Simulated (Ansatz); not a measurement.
Here is an Ansatz 0.2.0 calculation.

input.yaml

```yaml
crystal:
  lattice:
    - [-1.657269, 1.657269, 1.657269]
    - [1.657269, -1.657269, 1.657269]
    - [1.657269, 1.657269, -1.657269]
  atoms:
    - { symbol: Au, position: [0.0, 0.0, 0.0] }
hamiltonian:
  xc: rpbe
  pseudopotentials: { kind: paw }
  dispersion: d4
kpoints:
  mp_grid: { grid: [11, 11, 11] }
scf:
  occupations: { method: fermi_dirac, width: 0.05 }
output:
  forces: true
  stress: true
  eigenvalues: true
relax:
  f_tol: 0.01
  max_steps: 40
  cell: { stress_tol: 0.05 }
```

Potentials or basis: Ansatz PAW.

Command:

```bash
$ ansatz run input.yaml --threads 2 --pin off --max-ram 5632MiB --backend cpu --events-out ev --progress --plain --runs-dir out
```

Question: Predict the relaxed cell.

Answer: a = 2.822 Å, b = 2.822 Å, c = 2.822 Å, α = 109.47°, β = 109.47°, γ = 109.47°.

Question: Predict the relaxed volume.

Answer: 17.29 Å³/atom.

Question: Estimate the space group after relaxing (to 0.05 Å).

Answer: Im-3m (No. 229).

Final structure:
```
Au
1.0
    -1.62910    1.62910    1.62910
     1.62910   -1.62910    1.62910
     1.62910    1.62910   -1.62910
Au
1
Direct
  0.00000 0.00000 0.00000
```

Caveat: pairwise dispersion overbinds metals, which lowers pressure and volume; the PAW data sets come from PBE, with cores solved anew for the run's functional, which leaves a small shift of forces and pressure. Spin-orbit coupling is left out, which matters for the levels of Au.
